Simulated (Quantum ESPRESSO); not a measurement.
TePb:

```xyz
2
Lattice="0.0000 3.2310 3.2310 3.2310 0.0000 3.2310 3.2310 3.2310 0.0000" Properties=species:S:1:pos:R:3 pbc="T T T"
Pb    0.0000    0.0000    0.0000
Te    3.2310    3.2310    3.2310
```

```yaml
Program: Quantum ESPRESSO 7.5
Task: phonons
Functional: PBE
Potentials_or_basis: GBRV 1.5 PBE
Cutoff: 612 eV
Density_cutoff: 4898 eV
k_mesh: 2 × 2 × 2, shifted
Occupations: fermi-dirac, width 0.05 eV
Spin: no spin polarisation
Mixing_beta: 0.5
Most_SCF_iterations: 120
SCF_threshold: 4e-10 Ry
```

The first run showed a gap, so the response started from a second, tighter run with fixed occupations.

Question: Where do the zone-centre optical modes lie?

Answer: T1u at 85 cm⁻¹ (IR). Polar modes are given without the macroscopic field (transverse values).

Optical modes at Γ, degenerate ones joined, polar ones without the macroscopic field:
```
cm⁻¹  components  symmetry  active in
  85           3       T1u         IR
```

Caveat: the k mesh is coarse (spacing up to 0.84 Å⁻¹), so the values aren't converged.
